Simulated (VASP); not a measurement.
# TiAl (Pm-3m) in VASP: further runs

One crystal, TiAl, is run at these levels: r2SCAN, r2SCANh, PBE; tasks: relaxation of cell and atoms, single point.

All numbers are computed with VASP 6.6.1; they aren't measurements. Logs are shortened: lines on timing, memory, paths and dates and some standing lists are left out, and cuts for length are marked.

## 1. The crystal as given

It takes space group Pm-3m (No. 221, cubic). Conventional cell: a = 3.179 Å, b = 3.179 Å, c = 3.179 Å, α = 90.00°, β = 90.00°, γ = 90.00°. Ti (site symmetry m-3m) has 8 Al at 2.75 Å as nearest neighbours. Al (site symmetry m-3m) is surrounded by 8 Ti at 2.75 Å.

The cell comes from a database or a generator and needn't be the stable form of this composition.

## 2. Relaxation of cell and atoms, r2SCAN

Contents of INCAR:

```
PREC = Accurate
ENCUT = 600
EDIFF = 1E-7
ISMEAR = -1
SIGMA = 0.05
LREAL = F
LASPH = T
NELM = 100
ALGO = Normal
ISIF = 3
LWAVE = F
LCHARG = F
METAGGA = R2SCAN
LMIXTAU = T
IBRION = 2
NSW = 60
EDIFFG = -0.02
```

Contents of KPOINTS:

```
regular mesh
0
Gamma
  8 8 8
```

Contents of POSCAR:

```
TiAl
1.0
    3.1790640000      0.0000000000      0.0000000000
    0.0000000000      3.1790640000      0.0000000000
    0.0000000000      0.0000000000      3.1790640000
Ti Al
1 1
Direct
    0.0000000000      0.0000000000      0.0000000000
    0.5000000000      0.5000000000      0.5000000000
```

Potentials or basis: VASP PAW PBE potentials, release 64 (Ti_sv, Al).

The run is started by

```sh
$ cat potpaw_PBE.64/Ti_sv/POTCAR potpaw_PBE.64/Al/POTCAR > POTCAR
$ mpirun -np 1 vasp_std > vasp.out
```

OUTCAR:

```text
PREC = Accurate
   ENCUT = 600
   EDIFF = 1E-7
   ISMEAR = -1
   LREAL = F
   LASPH = T
   NELM = 100
   ISIF = 3
   METAGGA = R2SCAN
   IBRION = 2
   NSW = 60
   EDIFFG = -0.02

 ion  position               nearest neighbor table
   1  0.000  0.000  0.000-   2 2.75   2 2.75   2 2.75   2 2.75   2 2.75   2 2.75   2 2.75   2 2.75

   2  0.500  0.500  0.500-   1 2.75   1 2.75   1 2.75   1 2.75   1 2.75   1 2.75   1 2.75   1 2.75

  LATTYP: Found a simple cubic cell.
 ALAT       =     3.1790640000

  Lattice vectors:

 A1 = (   3.1790640000,   0.0000000000,   0.0000000000)
 A2 = (   0.0000000000,   3.1790640000,   0.0000000000)
 A3 = (   0.0000000000,   0.0000000000,   3.1790640000)

Analysis of symmetry for initial positions (statically):
=====================================================================
 Subroutine PRICEL returns:
 Original cell was already a primitive cell.

 Routine SETGRP: Setting up the symmetry group for a
 simple cubic supercell.

 Subroutine GETGRP returns: Found 48 space group operations
 (whereof 48 operations were pure point group operations)
 out of a pool of 48 trial point group operations.

The static configuration has the point symmetry O_h .

Analysis of symmetry for dynamics (positions and initial velocities):
=====================================================================
 Subroutine PRICEL returns:
 Original cell was already a primitive cell.

 Routine SETGRP: Setting up the symmetry group for a
 simple cubic supercell.

 Subroutine GETGRP returns: Found 48 space group operations
 (whereof 48 operations were pure point group operations)
 out of a pool of 48 trial point group operations.

The dynamic configuration has the point symmetry O_h .

 Subroutine INISYM returns: Found 48 space group operations
 (whereof 48 operations are pure point group operations),
 and found     1 'primitive' translations

----------------------------------------------------------------------------------------

                                     Primitive cell

  volume of cell :      32.1290

  direct lattice vectors                    reciprocal lattice vectors
     3.179064000  0.000000000  0.000000000     0.314557996  0.000000000  0.000000000
     0.000000000  3.179064000  0.000000000     0.000000000  0.314557996  0.000000000
     0.000000000  0.000000000  3.179064000     0.000000000  0.000000000  0.314557996

  length of vectors
     3.179064000  3.179064000  3.179064000     0.314557996  0.314557996  0.314557996

  position of ions in fractional coordinates (direct lattice)
     0.000000000  0.000000000  0.000000000
[... 102 lines left out ...]
   LORBIT       =      0    0 simple, 1 ext, 2 COOP (PROOUT), +10 PAW based schemes
   METAGGA = R2SCAN    functional components
   LHFCALC =     F    Hartree Fock is set to
   AEXX    =    0.0000 exact exchange contribution
   IVDW    =     0    specifies the selected vdW correction
   LEPSILON=     F    determine dielectric tensor
   LRPA    =     F    only Hartree local field effects (RPA)
 conjugate gradient relaxation of ions
 non-spin polarized calculation
  energy-cutoff  :      600.00
  volume of cell :       32.13
 maximum number of plane-waves:      1108
 NGX is ok and might be reduce to    28
   NGX = 13   NGY = 13   NGZ = 13

--------------------------------------- Ionic step        1  -------------------------------------------

 number of electron      15.0000003 magnetization

 Free energy of the ion-electron system (eV)
  ---------------------------------------------------
  ext. energy  EPLUGINS =         0.00000000
  ---------------------------------------------------
  free energy    TOTEN  =       -20.31395681 eV

  energy without entropy =      -20.29508021  energy(sigma->0) =      -20.30451851

------------------------ aborting loop because EDIFF is reached ----------------------------------------

  FORCE on cell =-STRESS in cart. coord.  units (eV):
  Direction    XX          YY          ZZ          XY          YZ          ZX
  --------------------------------------------------------------------------------------
  -------------------------------------------------------------------------------------
  Total       -0.1136410     -0.1136410     -0.1136410      0.0000000      0.0000000      0.0000000
  in kB       -5.6669290     -5.6669290     -5.6669290      0.0000000      0.0000000      0.0000000
  external PRESSURE =      -5.6669290 kB  Pullay stress =       0.0000000 kB
[... 59 lines left out ...]
--------------------------------------- Ionic step        3  -------------------------------------------

 number of electron      15.0000003 magnetization

 Free energy of the ion-electron system (eV)
  ---------------------------------------------------
  ext. energy  EPLUGINS =         0.00000000
  ---------------------------------------------------
  free energy    TOTEN  =       -20.31422529 eV

  energy without entropy =      -20.29542072  energy(sigma->0) =      -20.30482300

 E-fermi :   8.8707     XC(G=0): -11.9236

 val. band max:        8.8321879933   @ k =   0.5000   0.3750   0.2500
 cond. band min:       8.8736785501   @ k =   0.3750   0.3750   0.2500
 fundamental gap:      0.0414905568
 Fermi energy:         8.8707129580

 k-point     1 :       0.0000    0.0000    0.0000
  band No.  band energies     occupation
      1     -50.3963      2.00000
      2     -25.5502      2.00000
      3     -25.5502      2.00000
      4     -25.5502      2.00000
      5      -1.0026      2.00000
      6       7.2471      2.00000
      7       7.2471      2.00000
      8      10.9334      0.00000
      9      10.9334      0.00000
     10      10.9334      0.00000
     11      13.5270      0.00000
[... 309 lines left out ...]
 k-point    24 :       0.5000    0.3750    0.1250
  band No.  band energies     occupation
      1     -50.3641      2.00000
      2     -25.7108      2.00000
      3     -25.6816      2.00000
      4     -25.5454      2.00000
      5       3.5506      2.00000
      6       5.5574      2.00000
      7       6.7246      2.00000
      8       8.1833      2.00000
      9       9.8962      0.00000
     10       9.9253      0.00000
     11      11.8416      0.00000

 [... further k-points ...]

------------------------ aborting loop because EDIFF is reached ----------------------------------------

  FORCE on cell =-STRESS in cart. coord.  units (eV):
  Direction    XX          YY          ZZ          XY          YZ          ZX
  --------------------------------------------------------------------------------------
  -------------------------------------------------------------------------------------
  Total        0.0004469      0.0004469      0.0004469     -0.0000000     -0.0000000      0.0000000
  in kB        0.0223930      0.0223930      0.0223930     -0.0000000     -0.0000000      0.0000000
  external PRESSURE =       0.0223930 kB  Pullay stress =       0.0000000 kB
[... 17 lines left out ...]
  FREE ENERGIE OF THE ION-ELECTRON SYSTEM (eV)
  ---------------------------------------------------
  free  energy   TOTEN  =       -20.3142252885 eV

  energy  without entropy=      -20.2954207203  energy(sigma->0) =      -20.30482300

 reached required accuracy - stopping structural energy minimisation
```

Run time: 3.7 min. Hardware: 1 thread of Intel Xeon Platinum 8259CL at 2.50GHz (Skylake/Cascade Lake), shared host; peak memory 0.17 GiB.

Results:

| Property | Result |
| --- | --- |
| Free energy | -20.3142 eV |
| Relaxed volume | 15.99 Å³/atom |
| Relaxed cell | a = 3.174 Å, b = 3.174 Å, c = 3.174 Å, α = 90.00°, β = 90.00°, γ = 90.00° |
| Space group after relaxing (to 0.05 Å) | Pm-3m (No. 221) |
| Energy gained by relaxing | 0.1 meV/atom |
| Ionic steps | 3 |
| Pressure after relaxing | 0.0 GPa |
| Band gap on the k mesh | none (metal or under the smearing width) |

The path:
| step | energy change (eV) | largest force (eV/Å) | pressure (GPa) | volume (Å³) |
| --- | --- | --- | --- | --- |
| 1 | 0.0000 | 0.0000 | -0.57 | 32.13 |
| 2 | -0.0001 | 0.0000 | 0.43 | 31.87 |
| 3 | -0.0003 | 0.0000 | 0.00 | 31.98 |

Final structure:
```
Ti Al
1.0
     3.17405    0.00000    0.00000
     0.00000    3.17405    0.00000
     0.00000    0.00000    3.17405
Ti Al
1 1
Direct
  0.00000 0.00000 0.00000
  0.50000 0.50000 0.50000
```

Levels at points of the mesh, in eV from the Fermi level:
| k point | band 4 | band 5 | band 6 | band 7 | band 8 | band 9 | band 10 | band 11 |
| --- | --- | --- | --- | --- | --- | --- | --- | --- |
| (0.00, 0.00, 0.00) | -34.42 | -9.87 | -1.62 | -1.62 | 2.06 | 2.06 | 2.06 | 4.66 |
| (0.50, 0.00, 0.00) | -34.40 | -6.44 | -5.60 | -0.65 | 0.29 | 0.29 | 2.28 | 3.13 |
| (0.50, 0.50, 0.00) | -34.39 | -5.23 | -2.40 | -2.40 | -1.62 | 0.89 | 0.89 | 2.85 |
| (0.50, 0.50, 0.50) | -34.56 | -3.27 | -3.27 | -3.27 | 0.97 | 2.89 | 2.89 | 2.89 |

Caveat: the PAW data sets were made with another functional, which shifts forces and pressure a little.

## 3. Single point, r2SCANh

Contents of run.py:

```python
from ase.calculators.vasp import Vasp
from ase.dft.bandgap import bandgap
from ase.io import read

atoms = read('TiAl.cif')
calc = Vasp(
    directory='calc',
    pp='PBE',
    setups='recommended',
    prec='Accurate',
    encut=520,
    ediff=1e-06,
    ismear=1,
    sigma=0.1,
    lreal=False,
    lasph=True,
    nelm=80,
    algo='Normal',
    isif=2,
    lwave=False,
    lcharg=False,
    metagga='R2SCAN',
    lhfcalc=True,
    aexx=0.1,
    lmixtau=True,
    precfock='Normal',
    hfrcut=-1,
    kpts=[4, 4, 4],
    gamma=True,
)
atoms.calc = calc

print('energy (eV):', atoms.get_potential_energy())
print('free energy (eV):', atoms.get_potential_energy(force_consistent=True))
print('forces (eV/A):')
print(atoms.get_forces())
print('stress (eV/A^3, Voigt):', atoms.get_stress())
print('Fermi level (eV):', calc.get_fermi_level())
gap, top, bottom = bandgap(calc)
print('band gap (eV):', gap, 'from (spin, k, band)', top, 'to', bottom)
```

Contents of TiAl.cif:

```cif
data_TiAl
_cell_length_a 3.17906400
_cell_length_b 3.17906400
_cell_length_c 3.17906400
_cell_angle_alpha 90.00000000
_cell_angle_beta 90.00000000
_cell_angle_gamma 90.00000000
_space_group_name_H-M_alt 'P1'
_space_group_name_Hall 'P 1'
_space_group_IT_number 1
loop_
_space_group_symop_operation_xyz
'x,y,z'
loop_
_atom_site_label
_atom_site_type_symbol
_atom_site_symmetry_multiplicity
_atom_site_Wyckoff_symbol
_atom_site_fract_x
_atom_site_fract_y
_atom_site_fract_z
_atom_site_occupancy
Ti1 Ti 1 a 0.0000000000 0.0000000000 0.0000000000 1
Al1 Al 1 a 0.5000000000 0.5000000000 0.5000000000 1
```

Potentials or basis: VASP PAW PBE potentials, release 64 (Ti_sv, Al).

The run is started by

```sh
$ python run.py
```

Run time: 2.6 min. Hardware: 1 thread of AMD EPYC 9R45 (Zen 5), shared host; peak memory 0.12 GiB.

It converged, with:

```
Free energy            : -20.8530 eV
Pressure               : -0.7 GPa
Band gap on the k mesh : none (metal or under the smearing width)
```

Levels at points of the mesh, in eV from the Fermi level:
```
           k point  band 3  band 4  band 5  band 6  band 7  band 8  band 9  band 10  band 11
(0.00, 0.00, 0.00)  -35.94  -35.94  -10.51   -2.05   -2.05    2.34    2.34     2.34     4.91
(0.50, 0.00, 0.00)  -35.93  -35.93   -6.95   -6.13   -1.11    0.46    0.46     2.56     3.32
(0.50, 0.50, 0.00)  -36.11  -35.91   -5.66   -2.75   -2.75   -2.08    1.11     1.11     3.02
(0.50, 0.50, 0.50)  -36.08  -36.08   -3.63   -3.63   -3.63    1.16    3.03     3.03     3.03
```

Caveat: the k mesh is coarse (spacing up to 0.49 Å⁻¹), so the values aren't converged, least of all with exact exchange; the PAW data sets were made with another functional, which shifts forces and pressure a little.

## 4. Single point, PBE

Contents of INCAR:

```
SYSTEM = TiAl
  ADDGRID = .FALSE.
  ALGO = Normal
  EDIFF = 1E-8
  ENCUT = 900
  GGA = PE
  ISIF = 2
  ISMEAR = -1
  LASPH = .TRUE.
  LCHARG = .FALSE.
  LREAL = .FALSE.
  LWAVE = .FALSE.
  NELM = 100
  PREC = Accurate
  SIGMA = 0.05
```

Contents of KPOINTS:

```
k-points
0
G
  12 12 12
  0 0 0
```

POSCAR is that of step 2.

The run is started by

```sh
$ cat potpaw_PBE.64/Ti_sv/POTCAR potpaw_PBE.64/Al/POTCAR > POTCAR
$ mpirun -np 1 vasp_std > vasp.out
```

It took 19 s on 1 thread of Intel Xeon 6975P-C (Granite Rapids), shared host; peak memory 0.22 GiB.

Results (log left out):

```
Free energy            : -12.1183 eV
Pressure               : 0.8 GPa
Band gap on the k mesh : none (metal or under the smearing width)
```

Levels at points of the mesh, in eV from the Fermi level:
| k point | band 5 | band 6 | band 7 | band 8 | band 9 | band 10 |
| --- | --- | --- | --- | --- | --- | --- |
| (0.00, 0.00, 0.00) | -9.28 | -1.45 | -1.45 | 1.80 | 1.80 | 1.80 |
| (0.50, 0.00, 0.00) | -6.05 | -5.20 | -0.56 | 0.15 | 0.15 | 2.00 |
| (0.50, 0.50, 0.00) | -5.02 | -2.11 | -2.11 | -1.47 | 0.71 | 0.71 |
| (0.50, 0.50, 0.50) | -3.10 | -3.10 | -3.10 | 0.62 | 2.78 | 2.78 |

## 5. Single point, PBE

Changes to INCAR since step 4:

```diff
@@ -3,4 +3,4 @@
   ALGO = Normal
-  EDIFF = 1E-8
-  ENCUT = 900
+  EDIFF = 1E-6
+  ENCUT = 220
   GGA = PE
@@ -14,2 +14,2 @@
   PREC = Accurate
-  SIGMA = 0.05
+  SIGMA = 0.1
```

Contents of KPOINTS:

```
k-points
0
G
  5 5 5
  0 0 0
```

POSCAR is that of step 4.

Potentials or basis: VASP PAW PBE potentials, release 64 (Ti_sv, Al).

The run is started by

```sh
$ cat potpaw_PBE.64/Ti_sv/POTCAR potpaw_PBE.64/Al/POTCAR > POTCAR
$ mpirun -np 1 vasp_std > vasp.out
```

OUTCAR:

```text
SYSTEM = TiAl
   EDIFF = 1E-6
   ENCUT = 220
   GGA = PE
   ISIF = 2
   ISMEAR = -1
   LASPH = .TRUE.
   LREAL = .FALSE.
   NELM = 100
   PREC = Accurate

 Found     10 irreducible k-points:

 Following reciprocal coordinates:
            Coordinates               Weight
  0.000000  0.000000  0.000000      1.000000
  0.200000  0.000000  0.000000      6.000000
  0.400000  0.000000  0.000000      6.000000
  0.200000  0.200000  0.000000     12.000000
  0.400000  0.200000  0.000000     24.000000
  0.400000  0.400000  0.000000     12.000000
   k-points           NKPTS =     10   k-points in BZ     NKDIM =     10   number of bands    NBANDS=     11
   number of dos      NEDOS =    301   number of ions     NIONS =      2
   total plane-waves  NPLWV =   4096
   dimension x,y,z NGX =    16 NGY =   16 NGZ =   16
   dimension x,y,z NGXF=    32 NGYF=   32 NGZF=   32
   ions per type =               1   1
   NGX,Y,Z   is equivalent  to a cutoff of   8.37,  8.37,  8.37 a.u.
   NGXF,Y,Z  is equivalent  to a cutoff of  16.73, 16.73, 16.73 a.u.
 SYSTEM =  TiAl
   PREC   = accura    normal or accurate (medium, high low for compatibility)
   ISTART =      0    job   : 0-new  1-cont  2-samecut
   ICHARG =      2    charge: 1-file 2-atom 10-const
   ISPIN  =      1    spin polarized calculation?
   LNONCOLLINEAR =      F non collinear calculations
   LSORBIT =      F    spin-orbit coupling
   LASPH  =      T    aspherical Exc in radial PAW
[... 68 lines left out ...]
      9      10.5238      0.00000
     10      10.5238      0.00000
     11      13.2043      0.00000
[... 57 lines left out ...]
 k-point     6 :       0.4000    0.4000    0.0000
  band No.  band energies     occupation
      1     -48.2006      2.00000
      2     -24.5628      2.00000
      3     -24.5605      2.00000
      4     -24.4030      2.00000
      5       3.3722      2.00000
      6       6.0438      2.00000
      7       6.7401      2.00000
      8       8.2486      1.98372
      9       9.4795      0.00110
     10       9.5964      0.00034
     11      11.5367      0.00000

 [... further k-points ...]

------------------------ aborting loop because EDIFF is reached ----------------------------------------

  FORCE on cell =-STRESS in cart. coord.  units (eV):
  Direction    XX          YY          ZZ          XY          YZ          ZX
  --------------------------------------------------------------------------------------
  -------------------------------------------------------------------------------------
  Total       -1.9167712     -1.9167712     -1.9167712     -0.0000000     -0.0000000      0.0000000
  in kB      -95.5835252    -95.5835252    -95.5835252     -0.0000000     -0.0000000      0.0000000
  external PRESSURE =     -95.5835252 kB  Pullay stress =       0.0000000 kB

 VOLUME and BASIS-vectors are now :
 -----------------------------------------------------------------------------
  energy-cutoff  :      220.00
  volume of cell :       32.13
      direct lattice vectors                 reciprocal lattice vectors
     3.179064000  0.000000000  0.000000000     0.314557996  0.000000000  0.000000000
     0.000000000  3.179064000  0.000000000     0.000000000  0.314557996  0.000000000
     0.000000000  0.000000000  3.179064000     0.000000000  0.000000000  0.314557996

 POSITION                                       TOTAL-FORCE (eV/Angst)
 -----------------------------------------------------------------------------------
      0.00000      0.00000      0.00000         0.000000      0.000000      0.000000
      1.58953      1.58953      1.58953         0.000000      0.000000      0.000000
 -----------------------------------------------------------------------------------
    total drift:                               -0.000000      0.000000      0.000000

  FREE ENERGIE OF THE ION-ELECTRON SYSTEM (eV)
  ---------------------------------------------------
  free  energy   TOTEN  =       -12.0746666155 eV

  energy  without entropy=      -11.9977190014  energy(sigma->0) =      -12.03619281
```

OSZICAR:

```text
N       E                     dE             d eps       ncg     rms          rms(c)
DAV:   1     0.489367674752E+02    0.48937E+02   -0.47012E+03   220   0.808E+02
DAV:   2    -0.113782579097E+02   -0.60315E+02   -0.58866E+02   232   0.227E+02
DAV:   3    -0.137904357410E+02   -0.24122E+01   -0.22052E+01   310   0.451E+01
DAV:   4    -0.138373070941E+02   -0.46871E-01   -0.46446E-01   267   0.512E+00
DAV:   5    -0.138392709371E+02   -0.19638E-02   -0.19633E-02   307   0.876E-01    0.106E+01
DAV:   6    -0.121398612918E+02    0.16994E+01   -0.12257E+01   254   0.365E+01    0.284E+00
DAV:   7    -0.120746874427E+02    0.65174E-01   -0.64119E-01   249   0.805E+00    0.175E+00
DAV:   8    -0.120743758418E+02    0.31160E-03   -0.66248E-02   311   0.170E+00    0.329E-01
DAV:   9    -0.120746100264E+02   -0.23418E-03   -0.34103E-03   280   0.457E-01    0.181E-01
DAV:  10    -0.120746601745E+02   -0.50148E-04   -0.17569E-04   250   0.125E-01    0.307E-02
DAV:  11    -0.120746677530E+02   -0.75785E-05   -0.38101E-05   243   0.574E-02    0.736E-03
DAV:  12    -0.120746666224E+02    0.11306E-05   -0.38302E-06   266   0.229E-02    0.212E-03
DAV:  13    -0.120746666155E+02    0.68301E-08   -0.84061E-08   119   0.246E-03
   1 F= -.12074667E+02 E0= -.12036193E+02  d E =-.769476E-01
```

stdout:

```text
POSCAR found type information on POSCAR TiAl
 POSCAR found :  2 types and       2 ions
 scaLAPACK will be used
 LDA part: xc-table for (Slater+PW92), standard interpolation
 POSCAR, INCAR and KPOINTS ok, starting setup
 FFT: planning ... GRIDC
 FFT: planning ... GRID_SOFT
 FFT: planning ... GRID
 WAVECAR not read
 entering main loop
```

Run time: 1.4 s. Hardware: 1 thread of Intel Xeon 6975P-C (Granite Rapids), shared host; peak memory 0.11 GiB.

The run converged, but a check on its numbers failed (symmetry, net force, bounds or a known fault of this set-up), so they aren't taken as properties of the crystal.

Caveat: the k mesh is coarse (spacing up to 0.40 Å⁻¹), so the values aren't converged; the cutoff lies under the usual one of these potentials, so the numbers hold a large basis-set error.

## 6. Overview

```tsv
task	level	cell	k mesh	cutoff (eV)	smearing	ladder	grid for exact exchange (PRECFOCK)	exchange at q = 0	mesh quality	gap on the mesh (eV)	pressure (GPa)
relaxation of cell and atoms	r2SCAN	relaxed	8 × 8 × 8	600	fermi-dirac 0.05 eV	gaps	-	-	not flagged	none	0.0
single point	r2SCANh	as given	4 × 4 × 4	520	methfessel-paxton 0.1 eV	-	Normal	truncated	coarse	none	-0.7
single point	PBE	as given	12 × 12 × 12	900	fermi-dirac 0.05 eV	-	-	-	not flagged	none	0.8
```

Alike in all rows: potentials or basis VASP PAW PBE potentials, release 64 (Ti_sv, Al); no spin polarisation.

Caveats: some runs use coarse meshes; the PAW data sets were made with another functional, which shifts forces and pressure a little (some runs).

Absolute energies hang on the potentials; compare differences alone.
